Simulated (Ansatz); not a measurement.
Input and command of a plane-wave DFT calculation in Ansatz:

```yaml
crystal:
  lattice:
    - [2.3639728847, -1.3653627903, -0.0544045528]
    - [2.3639728847, 1.3653627903, -0.0544045528]
    - [-1.4855378209, 0.0, 3.9390445834]
  atoms:
    - { symbol: Al, position: [0.0, 0.0, 0.0] }
    - { symbol: Ni, position: [0.5099634191, 0.5099634191, 0.5099634191] }
basis:
  ecutwfc: 420
kpoints:
  mp_grid: { grid: [24, 24, 26] }
hamiltonian:
  xc: pbe
scf:
  occupations: { method: gaussian, width: 0.15 }
output:
  forces: true
  stress: true
  eigenvalues: true
  write_density: true
  write_potential: true
  elf: true
  volumetric_format: npy
```

```bash
ansatz run input.yaml --threads 1 --pin off --max-ram 2560MiB --backend cpu --events-out ev --progress --plain --runs-dir out
```

Processor: Intel(R) Xeon(R) Platinum 8259CL CPU @ 2.50GHz (Skylake/Cascade Lake), 1 thread, on a host shared with other jobs.

Q: Estimate time, memory and problem size.

A: About 3.2 min on 1 thread of Intel(R) Xeon(R) Platinum 8259CL CPU @ 2.50GHz (Skylake/Cascade Lake), with other jobs on the host, peak memory 1.9 GiB. It solves 15 bands at 3914 k points (the mesh reduced by the symmetry that the task leaves, which can be less than the crystal's) with about 505 plane waves, in 6 SCF iterations.
